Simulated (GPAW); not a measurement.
# InPd (Pm-3m) in GPAW: equation of state

How stiff is InPd in PBEsol, and what volume does it want? The cell is scaled to several volumes.

Program: GPAW 26.7.0. These are calculated values, not measurements. Logs are shortened: lines on timing, memory, paths and dates and some standing lists are left out, and cuts for length are marked. The log counts tension as positive stress, the text compression.

## Step 1: The crystal as given

Symmetry: Pm-3m, No. 221, cubic system. The conventional cell has a = 3.272 Å, b = 3.272 Å, c = 3.272 Å, α = 90.00°, β = 90.00°, γ = 90.00°. In (site symmetry m-3m) has 8 Pd at 2.83 Å as nearest neighbours. Pd (site symmetry m-3m) has 8 In at 2.83 Å as nearest neighbours.

The cell comes from a database or a generator and needn't be the stable form of this composition.

## Step 2: Equation of state, PBEsol

Contents of run.py:

```python
from ase import Atoms
from ase.eos import EquationOfState
from ase.io import Trajectory
from ase.units import GPa
from gpaw import GPAW, PW, setup_paths

setup_paths.insert(0, '.')

atoms = Atoms(['In', 'Pd'],
              cell=[[3.27188478, 0.0, 0.0],
                    [0.0, 3.27188478, 0.0],
                    [0.0, 0.0, 3.27188478]],
              scaled_positions=[[0.0, 0.0, 0.0],
                                [0.5, 0.5, 0.5]],
              pbc=True)

traj = Trajectory('eos.traj', 'w')
volumes, energies = [], []
for x in [0.94, 0.96, 0.98, 1.0, 1.02, 1.04, 1.06]:
    a = atoms.copy()
    a.set_cell(atoms.cell * x**(1 / 3), scale_atoms=True)
    calc = GPAW(mode=PW(600),
                xc='PBEsol',
                kpts={'size': (8, 8, 8), 'gamma': True},
                occupations={'name': 'fermi-dirac', 'width': 0.05},
                nbands=26,
                convergence={'density': 1e-05, 'energy': 1e-05},
                maxiter=150,
                txt=f'eos-{x:.2f}.txt')
    a.calc = calc
    energies.append(a.get_potential_energy(force_consistent=True))
    volumes.append(a.get_volume())
    p = -a.get_stress()[:3].mean() / GPa
    calc.write(f'eos-{x:.2f}.gpw')
    traj.write(a)
    print(f'{x:.2f} {volumes[-1]:10.4f} A^3 {energies[-1]:14.6f} eV {p:9.3f} GPa', flush=True)

v0, e0, B = EquationOfState(volumes, energies, eos='birchmurnaghan').fit()
print(f'V0 = {v0:.4f} A^3, E0 = {e0:.6f} eV, B0 = {B / GPa:.2f} GPa')
```

Potentials or basis: PAW data sets generated in the run's folder for this functional, pw.

Run with:

```console
> gpaw-setup -f PBEsol In Pd
> OMP_NUM_THREADS=1 python run.py
```

Output:

```text
__  _  _
 | _ |_)|_||  |
 |__||  | ||/\| - 26.7.0

Input parameters:
  mode=PW(ecut=600.0),
  convergence={'density': 1e-05, 'energy': 1e-05},
  kpts=MonkhorstPack(size=(8, 8, 8), gamma=True),
  maxiter=150,
  nbands=26,
  occupations=Occupations(name='fermi-dirac', width=0.05),
  xc=XC(name='PBEsol')

Diagonalizing LCAO Hamiltonian
Converting LCAO to pw mode
   .-------.
  /|       |
 * |       |
 | |  Pd   |
 | .-------.
 |/       /
 In------*

Atoms  # Å, Bohr magnetons
|   | symbol |        x |        y |        z |    initial magnetic moments |
|---|--------|----------|----------|----------|-----------------------------|
| 0 |     In | 0.000000 | 0.000000 | 0.000000 | ( 0.0000,  0.0000,  0.0000) |
| 1 |     Pd | 1.602546 | 1.602546 | 1.602546 | ( 0.0000,  0.0000,  0.0000) |

Unit cell  # Å
| periodic |        x |        y |        z |  lengths |    angles |
|----------|----------|----------|----------|----------|-----------|
|      yes | 3.205093 | 0.000000 | 0.000000 | 3.205093 | 90.000000 |
|      yes | 0.000000 | 3.205093 | 0.000000 | 3.205093 | 90.000000 |
|      yes | 0.000000 | 0.000000 | 3.205093 | 3.205093 | 90.000000 |

Number of symmetries: 48
Symmetry operations  # r_c * U_cc + t_c -> r_c
|    | kind |            matrix            |
|----|------|------------------------------|
|  0 |  E   |  1, 0, 0,  0, 1, 0,  0, 0, 1 |
|  1 |  σ   |  1, 0, 0,  0, 1, 0,  0, 0,-1 |
|  2 |  σ   |  1, 0, 0,  0, 0, 1,  0, 1, 0 |
|  3 |  C4  |  1, 0, 0,  0, 0, 1,  0,-1, 0 |
|  4 |  C4  |  1, 0, 0,  0, 0,-1,  0, 1, 0 |
|  5 |  σ   |  1, 0, 0,  0, 0,-1,  0,-1, 0 |
|  6 |  σ   |  1, 0, 0,  0,-1, 0,  0, 0, 1 |
|  7 |  C2  |  1, 0, 0,  0,-1, 0,  0, 0,-1 |
|  8 |  σ   |  0, 1, 0,  1, 0, 0,  0, 0, 1 |
|  9 |  C2  |  0, 1, 0,  1, 0, 0,  0, 0,-1 |
| 10 |  C3  |  0, 1, 0,  0, 0, 1,  1, 0, 0 |
| 11 |  S6  |  0, 1, 0,  0, 0, 1, -1, 0, 0 |
| 12 |  S6  |  0, 1, 0,  0, 0,-1,  1, 0, 0 |
| 13 |  C3  |  0, 1, 0,  0, 0,-1, -1, 0, 0 |
| 14 |  C4  |  0, 1, 0, -1, 0, 0,  0, 0, 1 |
| 15 |  S4  |  0, 1, 0, -1, 0, 0,  0, 0,-1 |
| 16 |  C3  |  0, 0, 1,  1, 0, 0,  0, 1, 0 |
| 17 |  S6  |  0, 0, 1,  1, 0, 0,  0,-1, 0 |
| 18 |  σ   |  0, 0, 1,  0, 1, 0,  1, 0, 0 |
| 19 |  C4  |  0, 0, 1,  0, 1, 0, -1, 0, 0 |
| 20 |  C2  |  0, 0, 1,  0,-1, 0,  1, 0, 0 |
| 21 |  S4  |  0, 0, 1,  0,-1, 0, -1, 0, 0 |
| 22 |  S6  |  0, 0, 1, -1, 0, 0,  0, 1, 0 |
| 23 |  C3  |  0, 0, 1, -1, 0, 0,  0,-1, 0 |
| 24 |  S6  |  0, 0,-1,  1, 0, 0,  0, 1, 0 |
| 25 |  C3  |  0, 0,-1,  1, 0, 0,  0,-1, 0 |
| 26 |  C4  |  0, 0,-1,  0, 1, 0,  1, 0, 0 |
| 27 |  σ   |  0, 0,-1,  0, 1, 0, -1, 0, 0 |
| 28 |  S4  |  0, 0,-1,  0,-1, 0,  1, 0, 0 |
| 29 |  C2  |  0, 0,-1,  0,-1, 0, -1, 0, 0 |
| 30 |  C3  |  0, 0,-1, -1, 0, 0,  0, 1, 0 |
| 31 |  S6  |  0, 0,-1, -1, 0, 0,  0,-1, 0 |
| 32 |  C4  |  0,-1, 0,  1, 0, 0,  0, 0, 1 |
| 33 |  S4  |  0,-1, 0,  1, 0, 0,  0, 0,-1 |
| 34 |  S6  |  0,-1, 0,  0, 0, 1,  1, 0, 0 |
| 35 |  C3  |  0,-1, 0,  0, 0, 1, -1, 0, 0 |
| 36 |  C3  |  0,-1, 0,  0, 0,-1,  1, 0, 0 |
| 37 |  S6  |  0,-1, 0,  0, 0,-1, -1, 0, 0 |
| 38 |  σ   |  0,-1, 0, -1, 0, 0,  0, 0, 1 |
| 39 |  C2  |  0,-1, 0, -1, 0, 0,  0, 0,-1 |
| 40 |  σ   | -1, 0, 0,  0, 1, 0,  0, 0, 1 |
| 41 |  C2  | -1, 0, 0,  0, 1, 0,  0, 0,-1 |
| 42 |  C2  | -1, 0, 0,  0, 0, 1,  0, 1, 0 |
| 43 |  S4  | -1, 0, 0,  0, 0, 1,  0,-1, 0 |
| 44 |  S4  | -1, 0, 0,  0, 0,-1,  0, 1, 0 |
| 45 |  C2  | -1, 0, 0,  0, 0,-1,  0,-1, 0 |
| 46 |  C2  | -1, 0, 0,  0,-1, 0,  0, 0, 1 |
[... 64 lines left out ...]
    |------|--------|-------------|----------|
    |   5s |  2.000 |      -8.248 |    1.185 |
    |   5p |  1.000 |      -2.521 |    1.244 |
    |   4d | 10.000 |     -18.596 |    1.148 |
    |    s |        |      18.964 |    1.185 |
    |    p |        |      24.691 |    1.244 |
    |    d |        |       8.615 |    1.148 |

    Using partial waves for In as LCAO basis

  Pd:
    name:    Palladium
    Z:       46.0
    valence: 16
    core:    30
    charge:  0.0  # [|e|]
    compensation charges:
      type: gauss
      rc: 0.38  # [Å]
      lmax: 2
    cutoffs:
      filter: 2.38  # [Å]
      core: 2.28  # [Å]
    projectors
    | kind |    occ | energy [eV] | rcut [Å] |
    |------|--------|-------------|----------|
    |   5s |  0.000 |      -3.290 |    1.228 |
    |   4p |  6.000 |     -51.151 |    1.360 |
    |   5p |  0.000 |      -0.235 |    1.360 |
    |   4d | 10.000 |      -4.049 |    1.228 |
    |    s |        |      23.922 |    1.228 |
    |    d |        |      23.162 |    1.228 |

    Using partial waves for Pd as LCAO basis

Reference energy: -297063.209408  # eV

eigensolver:
  PPCG
  Converge bands: occupied
  niter=2

density mixing:
  MSR1-Mixer
  Pratt-step length: 0.05
  Maximum mixing coefficient: 0.75
  Old densities: 10
  SVD Regularization: 0.005
  Good broyden scale: 1.0
  Trust region scale: 1.0
  Backstep threshold: 4.0
  History deletion threshold: 6.0
  Fourier metric: weight=20.0, sigma=0.015

occupation numbers:
  Fermi-Dirac:
    width: 0.0500  # eV

poisson solver:
  ecut: 4800.0  # eV

xc functional:
  name: PBEsol with 2 nearest neighbor stencil

convergence criteria:
- Maximum integral of absolute [dens]ity change: 1e-05 electrons / valence electron
- Maximum [total energy] change in last 3 cyles: 1e-05 eV / valence electron
- Maximum integral of absolute [eigenst]ate change: 4e-08 eV^2 / valence electron
maximum number of iterations: 150

SCF iterations
|iter     | |      energy | eigst |  dens |
|---------|-|-------------|-------|-------|
|iter:   1| |  -10.633248 | +0.28 |       |
|iter:   2| |   -9.980940 | -1.99 | -1.04 |
|iter:   3| |   -8.912249 | -1.36 | -1.12 |
|iter:   4| |   -8.869490 | -2.75 | -1.64 |
|iter:   5| |   -8.854847 | -3.04 | -1.89 |
|iter:   6| |   -8.854336 | -4.24 | -2.61 |
|iter:   7| |   -8.854349 | -6.30 | -3.74 |
|iter:   8| |   -8.854353c| -6.65 | -4.10 |
|iter:   9| |   -8.854353c| -7.58c| -4.89 |
|iter:  10| |   -8.854353c| -8.34c| -5.33c|

Converged in 10 steps
Energy contributions relative to reference atoms: (reference = -297063.209408)

Energy contributions:
  Kinetic:          15.659694
  Coulomb:         -16.661328
  Zero:             -0.034457
  External:          0.000000
  Xc:               -7.813323
  Entropy:          -0.009877
  Spinorbit:         0.000000
  ----------------------------
  Free energy:      -8.859291
  Extrapolated:     -8.854353

dipole moment: (-10.779650, -10.779650, -10.779650)  # |e|*Ang

Fermi level: 10.635
Eigenvalues  # (at kpt = [0.000, 0.000, 0.000])
| band index |      eig [eV] | occ [0-2] |
|------------|---------------|-----------|
|          0 |       -39.692 |     2.000 |
|        ... |               |           |
|          6 |        -3.741 |     2.000 |
|          7 |        -3.741 |     2.000 |
|          8 |         0.108 |     2.000 |
|          9 |         6.624 |     2.000 |
|         10 |         6.624 |     2.000 |
|         11 |         8.340 |     2.000 |
[... 8 lines left out ...]
|         20 |        27.111 |     0.000 |
|         21 |        27.111 |     0.000 |
|        ... |               |           |
|         25 |        33.289 |     0.000 |

No gap
No difference between direct/indirect transitions

Stress tensor  # eV/Ang^3
|         x |         y |         z |
|-----------|-----------|-----------|
| -0.036268 | -0.000000 |  0.000000 |
| -0.000000 | -0.036268 |  0.000000 |
|  0.000000 |  0.000000 | -0.036268 |

# Writing to eos-0.94.gpw (mode='')
```

It took 2.1 min on 1 thread of Arm Neoverse V1, shared host; peak memory 0.28 GiB.

Results:

| Property | Result |
| --- | --- |
| Equilibrium volume | 17.10 Å³/atom |
| Bulk modulus | 139 GPa |
| Pressure derivative of the bulk modulus | 5.5 |

Energy against volume, from the lowest point:
| volume (Å³/atom) | energy (meV/atom) |
| --- | --- |
| 16.462 | 11.14 |
| 16.813 | 2.10 |
| 17.163 | 0.00 |
| 17.513 | 3.97 |
| 17.863 | 13.25 |
| 18.214 | 27.19 |
| 18.564 | 45.20 |
